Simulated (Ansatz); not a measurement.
# SiC (Moissanite 3C): band edges up the ladder

One table from this session's results is given with a row withheld; the runs are named, their logs left out.

Program: Ansatz 0.2.0. Level of theory: DFT PBEsol, scalar-relativistic, plane waves, PAW. These are calculated values, not measurements.

That is the level of the relaxation; later steps name their own.

1 further run of the same task is left out (set aside as unsound or not needed).

**Starting point**

Symmetry: F-43m, No. 216, cubic system. The conventional cell has a = 4.357 Å, b = 4.357 Å, c = 4.357 Å, α = 90.00°, β = 90.00°, γ = 90.00°. Si (site symmetry -43m) is surrounded by 4 C at 1.89 Å. C (site symmetry -43m) has 4 Si at 1.89 Å as nearest neighbours.

Structure file:

```xyz
2
Lattice="0.0000 2.1784 2.1784 2.1784 0.0000 2.1784 2.1784 2.1784 0.0000" Properties=species:S:1:pos:R:3 pbc="T T T"
Si    0.0000    0.0000    0.0000
C     1.0892    1.0892    1.0892
```

This cell was relaxed beforehand with the same method: volume 10.34 Å³/atom, gap on the mesh 1.24 eV.

The first run:

The input, input.yaml:

```yaml
crystal:
  lattice:
    - [0.0, 2.1784203227, 2.1784203227]
    - [2.1784203227, 0.0, 2.1784203227]
    - [2.1784203227, 2.1784203227, 0.0]
  atoms:
    - { symbol: Si, position: [0.0, 0.0, 0.0] }
    - { symbol: C, position: [0.25, 0.25, 0.25] }
basis:
  ecutwfc: 250
kpoints:
  mp_grid: { grid: [6, 6, 6] }
  band_path:
    path:
      - [0.0, 0.0, 0.0]
      - [-0.5, -0.5, 0.0]
      - [-0.375, -0.375, 0.25]
      - [-0.375, 0.0, 0.375]
      - [0.0, 0.0, 0.5]
      - [-0.5, -0.25, 0.25]
      - [0.0, 0.5, 0.5]
    npoints: 1
hamiltonian:
  xc: pbesol
scf:
  occupations: { method: gaussian, width: 0.02 }
  n_extra_bands: 4
output:
  forces: true
  stress: true
  eigenvalues: true
```

Run with:

```
$ ansatz run input.yaml --threads 2 --pin off --max-ram 5120MiB --backend cpu --events-out ev --progress --plain --runs-dir out
```

Steps of the session up to this table: Levels with PBEsol, 250 eV and coarse mesh; The run at LDA; Levels with PBE0; Levels with Hartree-Fock.

One of the session's tables, all rows but one given; the rest of the session is left out.

| level | gap (eV) | least direct gap (eV) |
| --- | --- | --- |
| PBEsol, 250 eV and coarse mesh | ? | ? |
| LDA | 1.32 | 4.51 |
| PBE0 | 2.95 | 6.46 |
| Hartree-Fock | 8.68 | 12.97 |

Q: Estimate the row for PBEsol, 250 eV and coarse mesh from the others.

As computed: gap (eV): 1.14; least direct gap (eV): 4.43. In the column «gap (eV)» it is the lowest.

Gaps are by band count over the mesh and the named points; a gap of 0 means that the bands overlap or touch.

Caveats from the session: The settings are coarse, so take the values as rough. Warnings in the runs' records: cutoff below recommended.
